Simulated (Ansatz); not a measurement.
# BaTiO3 (P4mm) in Ansatz: further runs

The runs below take BaTiO3 through single point, equation of state, with BPBE.

Program: Ansatz 0.2.0. These are calculated values, not measurements. Logs are shortened: lines on timing, memory, paths and dates and some standing lists are left out, and cuts for length are marked.

**1. The structure**

Symmetry: P4mm, No. 99, tetragonal system. The conventional cell has a = 4.000 Å, b = 4.000 Å, c = 4.018 Å, α = 90.00°, β = 90.00°, γ = 90.00°. Ba (site symmetry 4mm) has 12 O at 2.79 to 2.88 Å as nearest neighbours. Ti (site symmetry 4mm) is surrounded by 6 O at 1.89 to 2.13 Å. O (site symmetry 2mm) is surrounded by 2 Ti at 2.00 Å. O (site symmetry 4mm) is surrounded by 2 Ti at 1.89 to 2.13 Å.

**2. Single point, BPBE, 12.08 Å³/atom (volume scaled by 0.94)**

Contents of input.yaml:

```yaml
crystal:
  lattice:
    - [3.9181485176, 0.0, 0.0]
    - [0.0, 3.9181485176, 0.0]
    - [0.0, 0.0, 3.9359769848]
  atoms:
    - { symbol: Ba, position: [0.0, 0.0, 0.0] }
    - { symbol: Ti, position: [0.5, 0.5, 0.49] }
    - { symbol: O, position: [0.0, 0.5, 0.517] }
    - { symbol: O, position: [0.5, 0.0, 0.517] }
    - { symbol: O, position: [0.5, 0.5, 0.019] }
hamiltonian:
  xc: { exchange: b88, correlation: pbe }
  pseudopotentials: { kind: paw }
kpoints:
  mp_grid: { grid: [7, 7, 7] }
scf:
  occupations: { method: fermi_dirac, width: 0.05 }
output:
  forces: true
  stress: true
  eigenvalues: true
```

Potentials or basis: Ansatz PAW.

Command:

```sh
$ ansatz run input.yaml --threads 2 --pin off --max-ram 5120MiB --backend cpu --events-out ev --progress --plain --runs-dir out
```

Log:

```text
Warning: RAYON_NUM_THREADS=2 ignored (pool sized by the plan → 2); use --threads N
Engine: ansatz 0.2.0, aarch64-unknown-linux-gnu
Pseudopotentials: kind: paw
Pseudopotential: Ba, paw, valence charge 10, recommended cutoff 420 eV (normal), Ba.paw.azcp
Pseudopotential: Ti, paw, valence charge 12, recommended cutoff 420 eV (normal), Ti.paw.azcp
Pseudopotential: O, paw, valence charge 6, recommended cutoff 420 eV (normal), O.paw.azcp
Functional definition: unnamed
  exchange = b88_x
  correlation = pbe_c
Crystal: 5 atoms, lattice volume = 60.425 Å³
Basis set: ecut = 420 eV, 1197 PW (Γ), exchange–correlation on 54×54×54 points (8 copies of the dense FFT grid, shifted against one another)
Bands: 25, of which v1, the nominal top of the filled ones, is band 20 counted from 1 (19 counted from 0)
Symmetry: 8 space group operations
Space group: P4mm (ITA 99), of the structure as read, at distance tolerance 3.9e-5 Å
k-points: 40 of 343 (time reversal used)
Non-local potential: Ba, projectors of the file, l = 0: 3, l = 1: 2, l = 2: 2, l = 3: 2
Non-local potential: Ti, projectors of the file, l = 0: 3, l = 1: 2, l = 2: 3, l = 3: 1
Non-local potential: O, projectors of the file, l = 0: 2, l = 1: 2, l = 2: 1
PAW form: soft (Blöchl's): semilocal exchange-correlation on the pseudo side does not see the compensation charge
PAW frozen core: Ba, regenerated for the run's functional, and the local potential with it (the file was generated under x = pbe(κ = 0.804, μ = 0.2195149727645171), c = pbe(β = 0.06672455060314922))
PAW frozen core: Ti, regenerated for the run's functional, and the local potential with it (the file was generated under x = pbe(κ = 0.804, μ = 0.2195149727645171), c = pbe(β = 0.06672455060314922))
PAW frozen core: O, regenerated for the run's functional, and the local potential with it (the file was generated under x = pbe(κ = 0.804, μ = 0.2195149727645171), c = pbe(β = 0.06672455060314922))
PAW one-centre angular grid: Ba, 194 points (default); XC on 64 Gauss nodes
PAW one-centre angular grid: Ti, 590 points (default); XC on 64 Gauss nodes
PAW one-centre angular grid: O, 110 points (default); XC on 64 Gauss nodes
Initial density: superposition of atomic densities (neutral atoms: chi_scale 0, normalization atom), corrected by the library's trained network
Initial wavefunctions: pseudopotential atomic-orbital guess
Functional: x = b88, c = pbe(β = 0.06672455060314922)
SCF iter   1: F=—  HF=-10192.242582 eV  |F-HF|=—  |Δ(HF+E_count)|=         —  Δρ=2.74e-3  dr2=2.56e-3  ethr=1.77e-3  ⟨swp⟩=6.0  Hψ=4993  notcnv=0
preconditioner: auto → Resta (q_TF=auto, 2.547 Å⁻¹)  ε∞=5.8  [insulator: Δε(μ)=2.061 eV  Ē_g=12.301 eV  σ=0.050 eV  W_gap=1.00  n_scr=18 (ndim 8)  ℏωp=27.0 eV  f_vac=0.000  D(μ)=0.00/eV (n_scr^D=0)  ε∞_Penn≈5.8]
SCF iter   2: F=—  HF=-10192.242225 eV  |F-HF|=—  |Δ(HF+E_count)|=   3.57e-4  Δρ=9.62e-4  dr2=3.63e-4  ethr=6.41e-6  ⟨swp⟩=2.0  Hψ=2255  notcnv=0  defer=2
SCF iter   3: F=—  HF=-10192.242329 eV  |F-HF|=—  |Δ(HF+E_count)|=   1.04e-4  Δρ=3.44e-4  dr2=7.08e-5  ethr=9.08e-7  ⟨swp⟩=2.6  Hψ=1565  notcnv=0  defer=2
SCF iter   4: F=—  HF=-10192.242040 eV  |F-HF|=—  |Δ(HF+E_count)|=   2.89e-4  Δρ=4.70e-5  dr2=1.20e-6  ethr=1.77e-7  ⟨swp⟩=2.7  Hψ=1788  notcnv=0  defer=2
iter 5 did not close the SCF: its close was put off for the readings that it lacked (scf_convergence_deferred on its scf_iter line)
SCF iter   5: F=-10192.242040 eV  HF=-10192.242040 eV  |F-HF|=3.32e-8  |Δ(HF+E_count)|=   1.87e-8  Δρ=8.82e-6  dr2=5.77e-8  ethr=2.99e-9  ⟨swp⟩=2.2  Hψ=1657  notcnv=0  defer=2
SCF iter   6: F=-10192.242040 eV  HF=-10192.242040 eV  |F-HF|=1.60e-9  |Δ(HF+E_count)|=   3.37e-9  Δρ=2.55e-6  dr2=3.10e-9  ethr=1.44e-10  ⟨swp⟩=6.1  Hψ=4754  notcnv=0
SCF 1 converged in 6 iterations: F = -10192.242040 eV  dr2 = 3.10e-9
SCF converged after 6 iterations
Free energy (F): -10192.242040 eV
Harris-Foulkes:  -10192.242040 eV  (|F-HF|=1.60e-9)
Internal energy: -10192.242040 eV  (E = F + TS)
E sigma→0 (E₀):  -10192.242040 eV
Fermi energy:    12.135205 eV
--- Per-component energies (eV) ---
  E_band       = -106.713011
  E_kinetic    = 977.910928
  E_local      = -2029.161589  (includes V_loc(G=0)·N_el)
  E_nonlocal   = 205.498775
  E_hartree    = 800.868384
  E_xc         = -495.267810
  E_vxc        = -550.580886  (∫ρ·V_xc dr)
  E_paw        = -6777.000854  (= ΣΔE_a)
  E_vpaw       = -312.123392  (= ΣTr[D̂ρ^β])
  E_aug_tail   = 0.007410  (compensation charges beyond the density's cutoff)
  E_ewald      = -2875.069290
  E_core_change = -0.027993  (= ΣΔE_core)
  E_smearing   = -0.000000  (= −TS)
  E_closure    = -0.000000  (closes the sum)
  Σ components = -10192.242040   (vs F -10192.242040, Δ=0.00e0)
--- Forces (eV/Å), atoms counted from 1 ---
  atom   1  Ba     0.00000000     0.00000000     0.09783423
  atom   2  Ti    -0.00000000     0.00000000     0.15540340
  atom   3  O      0.00000000     0.00000000    -0.08046819
  atom   4  O      0.00000000     0.00000000    -0.08046819
  atom   5  O     -0.00000000     0.00000000    -0.09242361
  max |Σ_I F_I| component: 1.22e-4 eV/Å
--- Stress (GPa, compression-positive) ---
       13.768293       0.000000      -0.000000
        0.000000      13.768293       0.000000
       -0.000000       0.000000      14.908335
  P = ⅓ Tr σ = 14.1483 GPa (141.483 kbar)
--- Band table (eV; the first three rows and the last of 40) ---
  k-point 0: bands = ["-45.0776", "-21.3964", "-21.3583", "-21.3583", "-13.4072", "-5.8488", "-5.2365", "-5.1842", "1.3973", "1.3973", "1.3980", "8.8915", "8.9004", "8.9004", "9.7868", "9.7868", "9.8761", "10.9384", "10.9424", "10.9424", "13.1066", "13.3365", "13.3365", "15.6082", "15.6978"]
  k-point 1: bands = ["-45.0774", "-21.4094", "-21.3577", "-21.3577", "-13.3770", "-5.8700", "-5.2167", "-5.1770", "1.4337", "1.4337", "1.5042", "8.5114", "8.8223", "8.8223", "9.5788", "9.5788", "9.7001", "10.4804", "10.8436", "10.8436", "13.1333", "13.7040", "13.7040", "15.6083", "16.2308"]
  k-point 2: bands = ["-45.0769", "-21.4382", "-21.3565", "-21.3565", "-13.3077", "-6.0087", "-5.1608", "-5.0631", "1.5187", "1.5187", "1.7401", "7.6836", "8.5688", "8.5688", "9.2894", "9.2894", "9.3489", "9.7257", "10.6450", "10.6450", "13.1948", "14.4359", "14.4359", "15.6097", "17.1408"]
  k-point 39: bands = ["-45.0742", "-21.4527", "-21.4176", "-21.4175", "-13.0628", "-5.0293", "-4.9275", "-4.8938", "0.6029", "0.6132", "0.7505", "6.6921", "7.2308", "7.2507", "8.5844", "8.7876", "8.8042", "10.9086", "10.9375", "11.0334", "15.6311", "15.6378", "15.6505", "18.2887", "18.4969"]
```

It took 4 s on 2 threads of Arm Neoverse V1, shared host; peak memory 0.39 GiB.

Results:

* Free energy: -10192.2420 eV
* Pressure: 14.1 GPa
* Largest force: 0.155 eV/Å
* Band gap on the k mesh: 2.07 eV, indirect (least direct gap 2.16 eV)

Caveat: odd divisions of the mesh miss points on the zone boundary, where band edges often lie, so the gap on the mesh can be too wide; the pressure holds a Pulay correction of +0.6 GPa for the finite cutoff; spin-orbit coupling is left out, which moves the levels of the heavy elements; the PAW data sets come from PBE, with cores solved anew for the run's functional, which leaves a small shift of forces and pressure.

**3. Single point, BPBE, 12.34 Å³/atom (volume scaled by 0.96)**

input.yaml: that of step 2 with these lines changed.

```diff
@@ -2,5 +2,5 @@
   lattice:
-    - [3.9181485176, 0.0, 0.0]
-    - [0.0, 3.9181485176, 0.0]
-    - [0.0, 0.0, 3.9359769848]
+    - [3.945742022, 0.0, 0.0]
+    - [0.0, 3.945742022, 0.0]
+    - [0.0, 0.0, 3.9636960459]
   atoms:
```

Potentials or basis: Ansatz PAW.

Command:

```sh
$ ansatz run input.yaml --threads 2 --pin off --max-ram 5120MiB --backend cpu --events-out ev --progress --plain --runs-dir out
```

It took 4.5 s on 2 threads of Arm Neoverse V1, shared host; peak memory 0.39 GiB.

It converged, with:

| Item | Value |
| --- | --- |
| Free energy | -10192.3372 eV |
| Pressure | 9.7 GPa |
| Largest force | 0.089 eV/Å |
| Band gap on the k mesh | 2.03 eV, indirect (least direct gap 2.14 eV) |

Caveat: odd divisions of the mesh miss points on the zone boundary, where band edges often lie, so the gap on the mesh can be too wide; the pressure holds a Pulay correction of +0.6 GPa for the finite cutoff; spin-orbit coupling is left out, which moves the levels of the heavy elements; the PAW data sets come from PBE, with cores solved anew for the run's functional, which leaves a small shift of forces and pressure.

**4. Single point, BPBE, 12.60 Å³/atom (volume scaled by 0.98)**

input.yaml: that of step 3 with these lines changed.

```diff
@@ -2,5 +2,5 @@
   lattice:
-    - [3.945742022, 0.0, 0.0]
-    - [0.0, 3.945742022, 0.0]
-    - [0.0, 0.0, 3.9636960459]
+    - [3.9729548958, 0.0, 0.0]
+    - [0.0, 3.9729548958, 0.0]
+    - [0.0, 0.0, 3.9910327445]
   atoms:
```

Command:

```sh
$ ansatz run input.yaml --threads 2 --pin off --max-ram 5120MiB --backend cpu --events-out ev --progress --plain --runs-dir out
```

Wall time 4.5 s (2 threads of Arm Neoverse V1, shared host); peak memory 0.39 GiB.

Results (log left out):

```
Free energy            : -10192.3981 eV
Pressure               : 5.6 GPa
Largest force          : 0.190 eV/Å
Band gap on the k mesh : 1.98 eV, indirect (least direct gap 2.12 eV)
```

Caveat: odd divisions of the mesh miss points on the zone boundary, where band edges often lie, so the gap on the mesh can be too wide; the pressure holds a Pulay correction of +0.6 GPa for the finite cutoff; spin-orbit coupling is left out, which moves the levels of the heavy elements; the PAW data sets come from PBE, with cores solved anew for the run's functional, which leaves a small shift of forces and pressure.

**5. Single point, BPBE, 12.86 Å³/atom**

input.yaml: that of step 4 with these lines changed.

```diff
@@ -2,5 +2,5 @@
   lattice:
-    - [3.9729548958, 0.0, 0.0]
-    - [0.0, 3.9729548958, 0.0]
-    - [0.0, 0.0, 3.9910327445]
+    - [3.9998, 0.0, 0.0]
+    - [0.0, 3.9998, 0.0]
+    - [0.0, 0.0, 4.018]
   atoms:
@@ -22 +22,5 @@
   eigenvalues: true
+  write_density: true
+  write_potential: true
+  elf: true
+  volumetric_format: npy
```

Command:

```sh
$ ansatz run input.yaml --threads 2 --pin off --max-ram 5120MiB --backend cpu --events-out ev --progress --plain --runs-dir out
```

It took 6 s on 2 threads of Arm Neoverse V1, shared host; peak memory 0.4 GiB.

It converged, with:

```yaml
Free_energy: -10192.4286 eV
Pressure: 2.0 GPa
Largest_force: 0.317 eV/Å
Band_gap_on_the_k_mesh: 1.93 eV, indirect (least direct gap 2.09 eV)
```

Caveat: odd divisions of the mesh miss points on the zone boundary, where band edges often lie, so the gap on the mesh can be too wide; the pressure holds a Pulay correction of +0.6 GPa for the finite cutoff; spin-orbit coupling is left out, which moves the levels of the heavy elements; the PAW data sets come from PBE, with cores solved anew for the run's functional, which leaves a small shift of forces and pressure.

**6. Single point, BPBE, 13.11 Å³/atom (volume scaled by 1.02)**

input.yaml: that of step 5 with these lines changed.

```diff
@@ -2,5 +2,5 @@
   lattice:
-    - [3.9998, 0.0, 0.0]
-    - [0.0, 3.9998, 0.0]
-    - [0.0, 0.0, 4.018]
+    - [4.0262895137, 0.0, 0.0]
+    - [0.0, 4.0262895137, 0.0]
+    - [0.0, 0.0, 4.044610047]
   atoms:
@@ -22,5 +22 @@
   eigenvalues: true
-  write_density: true
-  write_potential: true
-  elf: true
-  volumetric_format: npy
```

Potentials or basis: Ansatz PAW.

Command:

```sh
$ ansatz run input.yaml --threads 2 --pin off --max-ram 5120MiB --backend cpu --events-out ev --progress --plain --runs-dir out
```

It took 4.2 s on 2 threads of Arm Neoverse V1, shared host; peak memory 0.34 GiB.

The run converged. Its results:

| Item | Value |
| --- | --- |
| Free energy | -10192.4315 eV |
| Pressure | -1.2 GPa |
| Largest force | 0.436 eV/Å |
| Band gap on the k mesh | 1.89 eV, indirect (least direct gap 2.06 eV) |

Caveat: odd divisions of the mesh miss points on the zone boundary, where band edges often lie, so the gap on the mesh can be too wide; the pressure holds a Pulay correction of +0.6 GPa for the finite cutoff; spin-orbit coupling is left out, which moves the levels of the heavy elements; the PAW data sets come from PBE, with cores solved anew for the run's functional, which leaves a small shift of forces and pressure.

**7. Single point, BPBE, 13.37 Å³/atom (volume scaled by 1.04)**

input.yaml: that of step 6 with these lines changed.

```diff
@@ -2,5 +2,5 @@
   lattice:
-    - [4.0262895137, 0.0, 0.0]
-    - [0.0, 4.0262895137, 0.0]
-    - [0.0, 0.0, 4.044610047]
+    - [4.0524349834, 0.0, 0.0]
+    - [0.0, 4.0524349834, 0.0]
+    - [0.0, 0.0, 4.0708744845]
   atoms:
```

Command:

```sh
$ ansatz run input.yaml --threads 2 --pin off --max-ram 5120MiB --backend cpu --events-out ev --progress --plain --runs-dir out
```

It took 4.3 s on 2 threads of Arm Neoverse V1, shared host; peak memory 0.34 GiB.

The run converged. Its results:

| Quantity | Value |
| --- | --- |
| Free energy | -10192.4097 eV |
| Pressure | -4.1 GPa |
| Largest force | 0.547 eV/Å |
| Band gap on the k mesh | 1.84 eV, indirect (least direct gap 2.03 eV) |

Caveat: odd divisions of the mesh miss points on the zone boundary, where band edges often lie, so the gap on the mesh can be too wide; the pressure holds a Pulay correction of +0.5 GPa for the finite cutoff; spin-orbit coupling is left out, which moves the levels of the heavy elements; the PAW data sets come from PBE, with cores solved anew for the run's functional, which leaves a small shift of forces and pressure.

**8. Single point, BPBE, 13.63 Å³/atom (volume scaled by 1.06)**

input.yaml: that of step 7 with these lines changed.

```diff
@@ -2,5 +2,5 @@
   lattice:
-    - [4.0524349834, 0.0, 0.0]
-    - [0.0, 4.0524349834, 0.0]
-    - [0.0, 0.0, 4.0708744845]
+    - [4.0782473671, 0.0, 0.0]
+    - [0.0, 4.0782473671, 0.0]
+    - [0.0, 0.0, 4.0968043205]
   atoms:
```

Command:

```sh
$ ansatz run input.yaml --threads 2 --pin off --max-ram 5120MiB --backend cpu --events-out ev --progress --plain --runs-dir out
```

It took 4.3 s on 2 threads of Arm Neoverse V1, shared host; peak memory 0.34 GiB.

Results (log left out):

* Free energy: -10192.3659 eV
* Pressure: -6.7 GPa
* Largest force: 0.651 eV/Å
* Band gap on the k mesh: 1.80 eV, indirect (least direct gap 2.00 eV)

Caveat: odd divisions of the mesh miss points on the zone boundary, where band edges often lie, so the gap on the mesh can be too wide; the pressure holds a Pulay correction of +0.5 GPa for the finite cutoff; spin-orbit coupling is left out, which moves the levels of the heavy elements; the PAW data sets come from PBE, with cores solved anew for the run's functional, which leaves a small shift of forces and pressure.

**9. Equation of state, BPBE**

Potentials or basis: Ansatz PAW.

No new run: the results of the series are fitted here.

Results:

| Item | Value |
| --- | --- |
| Equilibrium volume | 13.01 Å³/atom |
| Bulk modulus at fixed shape and positions | 162 GPa |
| Pressure derivative of the bulk modulus | 4.5 |

Energy against volume, from the lowest point:
```tsv
volume (Å³/atom)	energy (meV/atom)
12.085	37.90
12.342	18.86
12.599	6.68
12.856	0.58
13.113	0.00
13.371	4.36
13.628	13.13
```

Caveat: the potentials were made for another functional, which shifts forces and pressure; the cell was scaled at fixed shape and fractional positions, which overstates the stiffness of a crystal with free parameters, most of all of layers and chains.
